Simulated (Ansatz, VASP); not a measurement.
**Ca: VASP beside Ansatz**

Contents of INCAR:

```
PREC = Accurate
ENCUT = 520
EDIFF = 1E-6
ISMEAR = -1
SIGMA = 0.08
LREAL = False
LASPH = True
NELM = 80
ALGO = Normal
ISIF = 2
LWAVE = False
LCHARG = True
GGA = CA
LELF = True
LVHAR = True
NBANDS = 11
```

The input KPOINTS:

```
regular mesh
0
Gamma
  12 12 12
```

POSCAR

```
Ca
1.0
    0.0000000000      2.1887876501      2.1887876501
    2.1887876501      0.0000000000      2.1887876501
    2.1887876501      2.1887876501      0.0000000000
Ca
1
Direct
    0.0000000000      0.0000000000      0.0000000000
```

Input for Ansatz:

```yaml
crystal:
  lattice:
    - [0.0, 2.1887876501, 2.1887876501]
    - [2.1887876501, 0.0, 2.1887876501]
    - [2.1887876501, 2.1887876501, 0.0]
  atoms:
    - { symbol: Ca, position: [0.0, 0.0, 0.0] }
kpoints:
  mp_grid: { grid: [12, 12, 12] }
scf:
  occupations: { method: fermi_dirac, width: 0.08 }
hamiltonian:
  xc: lda
  pseudopotentials: { kind: paw }
output:
  forces: true
  stress: true
  eigenvalues: true
  populations: true
basis:
  xc_grid: 1
  ecutwfc: "51.4 Ry"
```

Alike in both runs: task single point; functional LDA; k mesh 12 × 12 × 12; occupations fermi-dirac, width 0.08 eV; no spin polarisation.

|  | VASP | Ansatz |
| --- | --- | --- |
| version | VASP 6.6.1 | Ansatz 0.2.0 |
| potentials or method | VASP PAW LDA potentials, release 64 (Ca_sv) | PAW with Ansatz's default frozen-core files, scalar-relativistic |
| plane-wave cutoff (eV) | 520 | 699 |
| valence electrons in the cell | 10 | 10 |

```tsv
	VASP	Ansatz	Ansatz less VASP
gap on the k mesh at the Fermi level (eV)	none	none	-
pressure (GPa)	27.7	27.7	-0.05
```

A gap of «none» marks a metal or a gap that the smearing closes.

Caveats: so large a pressure means that the cell lies far from this level's equilibrium, or that cutoff or potentials fall short (VASP).
